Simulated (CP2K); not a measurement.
A run of CP2K 2026.2:

Contents of mgs_bands.inp:

```
&GLOBAL
  PROJECT mgs_bands
  RUN_TYPE ENERGY_FORCE
  PRINT_LEVEL LOW
&END GLOBAL
&FORCE_EVAL
  METHOD QS
  STRESS_TENSOR ANALYTICAL
  &DFT
    BASIS_SET_FILE_NAME BASIS_MOLOPT_UZH
    POTENTIAL_FILE_NAME GTH_POTENTIALS
    &MGRID
      CUTOFF 1400
      REL_CUTOFF 60
      NGRIDS 5
    &END MGRID
    &QS
      METHOD GPW
      EPS_DEFAULT 1.0E-9
    &END QS
    &KPOINTS
      SCHEME MONKHORST-PACK 8 8 8
      GAMMA_CENTERED T
      SYMMETRY T
      SYMMETRY_BACKEND SPGLIB
    &END KPOINTS
    &SCF
      SCF_GUESS ATOMIC
      EPS_SCF 1.0E-6
      MAX_SCF 100
      ADDED_MOS 10
      CHOLESKY OFF
      EPS_EIGVAL 1.0E-7
      &DIAGONALIZATION ON
        ALGORITHM STANDARD
      &END DIAGONALIZATION
      &MIXING ON
        METHOD BROYDEN_MIXING
        ALPHA 0.4
        BETA 1.5
        NBUFFER 8
      &END MIXING
      &SMEAR ON
        METHOD FERMI_DIRAC
        ELECTRONIC_TEMPERATURE [K] 580.226
      &END SMEAR
    &END SCF
    &XC
      &XC_FUNCTIONAL
        &LDA_X
        &END LDA_X
        &LDA_C_PW
        &END LDA_C_PW
      &END XC_FUNCTIONAL
    &END XC
    &PRINT
      &KPOINTS ON
      &END KPOINTS
      &MULLIKEN ON
      &END MULLIKEN
      &MO ON
        ENERGIES T
        OCCUPATION_NUMBERS T
        &EACH
          QS_SCF 0
        &END EACH
        ADD_LAST NUMERIC
      &END MO
      &BAND_STRUCTURE
        FILE_NAME bands.bs
        ADDED_MOS 6
        &KPOINT_SET
          UNITS B_VECTOR
          NPOINTS 10
          SPECIAL_POINT GAMMA 0.00000000 0.00000000 0.00000000
          SPECIAL_POINT X 0.50000000 0.00000000 0.50000000
          SPECIAL_POINT W 0.50000000 0.25000000 0.75000000
          SPECIAL_POINT K 0.37500000 0.37500000 0.75000000
          SPECIAL_POINT GAMMA 0.00000000 0.00000000 0.00000000
          SPECIAL_POINT L 0.50000000 0.50000000 0.50000000
          SPECIAL_POINT U 0.62500000 0.25000000 0.62500000
          SPECIAL_POINT W 0.50000000 0.25000000 0.75000000
          SPECIAL_POINT L 0.50000000 0.50000000 0.50000000
          SPECIAL_POINT K 0.37500000 0.37500000 0.75000000
        &END KPOINT_SET
        &KPOINT_SET
          UNITS B_VECTOR
          NPOINTS 10
          SPECIAL_POINT U 0.62500000 0.25000000 0.62500000
          SPECIAL_POINT X 0.50000000 0.00000000 0.50000000
        &END KPOINT_SET
      &END BAND_STRUCTURE
    &END PRINT
  &END DFT
  &SUBSYS
    &CELL
      A 4.0066367940 0.0000000000 0.0000000000
      B 2.0033183970 3.4698492474 0.0000000000
      C 2.0033183970 1.1566164158 3.2714052433
      PERIODIC XYZ
    &END CELL
    &COORD
      SCALED
      S   0.2500000000 0.2500000000 0.2500000000
      Mg  0.0000000000 0.0000000000 0.0000000000
    &END COORD
    &KIND S
      BASIS_SET TZVP-MOLOPT-PBE-GTH-q6
      POTENTIAL GTH-PADE-q6
    &END KIND
    &KIND Mg
      BASIS_SET TZVP-MOLOPT-PBE-GTH-q10
      POTENTIAL GTH-PADE-q10
    &END KIND
    &PRINT
      &ATOMIC_COORDINATES ON
      &END ATOMIC_COORDINATES
      &CELL ON
      &END CELL
    &END PRINT
  &END SUBSYS
  &PRINT
    &FORCES ON
    &END FORCES
    &STRESS_TENSOR ON
    &END STRESS_TENSOR
  &END PRINT
&END FORCE_EVAL
```

Potentials or basis: GTH_POTENTIALS S GTH-PADE-q6, Mg GTH-PADE-q10; TZVP-MOLOPT-PBE-GTH basis.

The run is started by

```bash
$ OMP_NUM_THREADS=1 cp2k.psmp -i mgs_bands.inp -o mgs_bands.out
```

Hardware: 1 thread of Intel(R) Xeon(R) Platinum 8375C CPU @ 2.90GHz (Ice Lake), with other jobs on the host.

Question: Estimate the wall time of this run.

Answer: It took 18 s on 1 thread of Intel(R) Xeon(R) Platinum 8375C CPU @ 2.90GHz (Ice Lake), on a shared host, peak memory 0.73 GiB. Counts: scf iterations 12, k points 29, basis 27, bands 18, force evaluations 1.
